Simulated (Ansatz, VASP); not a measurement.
## Two plane-wave programs on CdS

File INCAR:

```
SYSTEM = CdS
PREC = Accurate
ENCUT = 520
EDIFF = 1E-6
ISMEAR = 0
SIGMA = 0.03
LREAL = .FALSE.
LASPH = .TRUE.
NELM = 60
ALGO = Fast
ISIF = 2
LWAVE = .FALSE.
LCHARG = .TRUE.
GGA = PE
LELF = .TRUE.
LVHAR = .TRUE.
NBANDS = 16
```

File KPOINTS:

```
Automatic mesh
0
G
  10 10 10
  0 0 0
```

The input POSCAR:

```
CdS
1.0
    0.0000000000      2.6155818000      2.8220751000
    2.6155818000      0.0000000000      2.8220751000
    2.6155818000      2.6155818000      0.0000000000
Cd S
1 1
Direct
    0.0000000000      0.0000000000      0.0000000000
    0.5000000000      0.5000000000      0.5000000000
```

Input for Ansatz:

```yaml
crystal:
  lattice:
    - [0.0, 2.6155818, 2.8220751]
    - [2.6155818, 0.0, 2.8220751]
    - [2.6155818, 2.6155818, 0.0]
  atoms:
    - { symbol: Cd, position: [0.0, 0.0, 0.0] }
    - { symbol: S, position: [0.5, 0.5, 0.5] }
basis:
  ecutwfc: 420
kpoints:
  mp_grid: { grid: [10, 10, 10] }
hamiltonian:
  xc: pbe
scf:
  occupations: { method: gaussian, width: 0.03 }
output:
  forces: true
  stress: true
  eigenvalues: true
```

Change from the starting cell: strain -0.050 along x and y, +0.025 along z, atoms carried along.

Alike in both runs: task single point; functional PBE; k mesh 10 × 10 × 10; occupations gaussian, width 0.03 eV; no spin polarisation.

```csv
,VASP,Ansatz
version,VASP 6.6.1,Ansatz 0.2.0
potentials or method,"VASP PAW PBE potentials, release 64 (Cd, S)","scalar-relativistic, plane waves, PAW"
plane-wave cutoff (eV),520,420
valence electrons in the cell,18,26
```

|  | VASP | Ansatz | Ansatz less VASP |
| --- | --- | --- | --- |
| gap on the k mesh at the Fermi level (eV) | none | none | - |
| pressure (GPa) | 7.7 | 7.1 | -0.56 |
| largest component of the traceless stress (GPa) | 5.48 | 5.26 | -0.226 |

A gap of «none» marks a metal or a gap that the smearing closes. The functional is the same, so the differences come from potentials, cutoffs and numerics. The two sets of potentials don't hold the same shells in valence.
